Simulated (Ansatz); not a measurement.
**InSb: how the settings move a single-point run**

How sensitive is a single-point run of InSb to its settings? A reference run comes first, then two runs with altered input. The cell is built on a prototype (rocksalt) and needn't be the phase found in nature.

Computed with Ansatz 0.2.0 (reference: DFT, PBE, plane waves, PAW, unless a step's input says otherwise).

## (1) The system as given

The structure is cubic, space group Fm-3m (No. 225). The conventional cell has a = 6.084 Å, b = 6.084 Å, c = 6.084 Å, α = 90.00°, β = 90.00°, γ = 90.00°. In (site symmetry m-3m) is surrounded by 6 Sb at 3.04 Å. Around Sb (site symmetry m-3m) lie 6 In at 3.04 Å.

As a file:

```xyz
2
Lattice="0.0000 3.0422 3.0422 3.0422 0.0000 3.0422 3.0422 3.0422 0.0000" Properties=species:S:1:pos:R:3 pbc="T T T"
In    0.0000    0.0000    0.0000
Sb    3.0422    3.0422    3.0422
```

## (2) Reference

Contents of input.yaml:

```yaml
crystal:
  lattice:
    - [0.0, 3.0422106271, 3.0422106271]
    - [3.0422106271, 0.0, 3.0422106271]
    - [3.0422106271, 3.0422106271, 0.0]
  atoms:
    - { symbol: In, position: [0.0, 0.0, 0.0] }
    - { symbol: Sb, position: [0.5, 0.5, 0.5] }
kpoints:
  mp_grid: { grid: [6, 6, 6] }
hamiltonian:
  xc: pbe
scf:
  occupations: { method: fermi_dirac, width: 0.02 }
  n_extra_bands: 4
output:
  forces: true
  stress: true
  eigenvalues: true
```

On the command line:

```console
$ ansatz run input.yaml --threads 4 --pin off --max-ram 3686MiB --backend cpu --events-out ev --progress --plain --runs-dir out
```

## (3) Changed: xc mr2scan

Changes to input.yaml since step 2:

```diff
@@ -11,3 +11,3 @@
 hamiltonian:
-  xc: pbe
+  xc: mr2scan
 scf:
```

## (4) Changed: xc lda

Changes to input.yaml since step 2:

```diff
@@ -11,3 +11,3 @@
 hamiltonian:
-  xc: pbe
+  xc: lda
 scf:
```

**Question.** What will these runs give? Wanted: for each run, ending; energy change; pressure; gap; force.

As calculated:

```csv
run,ending,energy change,pressure (GPa),gap (eV),force (eV/Å),cycles,time
reference,converged,-,1.6,0.00,0.00,7,2.9 s
1: xc mr2scan,converged,not comparable,0.0,0.00,0.00,6,5.7 s
2: xc lda,converged,not comparable,-2.8,0.00,0.00,6,2.6 s
```

Residual by cycle in the longest SCF loop of each run; runs are numbered as in the table. The quantity is the density residual dr2, in eV.

```csv
cycle,reference,run 1,run 2
1,0.00188,0.016,0.013
2,4.3e-4,0.00171,0.00157
3,5.2e-5,1.9e-4,4.0e-4
4,7.2e-6,6.3e-6,1.9e-5
5,2.5e-6,1.5e-6,7.6e-7
6,2.1e-7,7.1e-9,1.9e-8
7,3.0e-8,-,-
```

The pressure spans -2.8 to 1.6 GPa over the reference and the converged variants. Semilocal functionals close small gaps, so the missing gap need not be the real solid's. Of the variants the dearest is «xc mr2scan» (5.7 s), the cheapest «xc lda» (2.6 s), on a shared host.
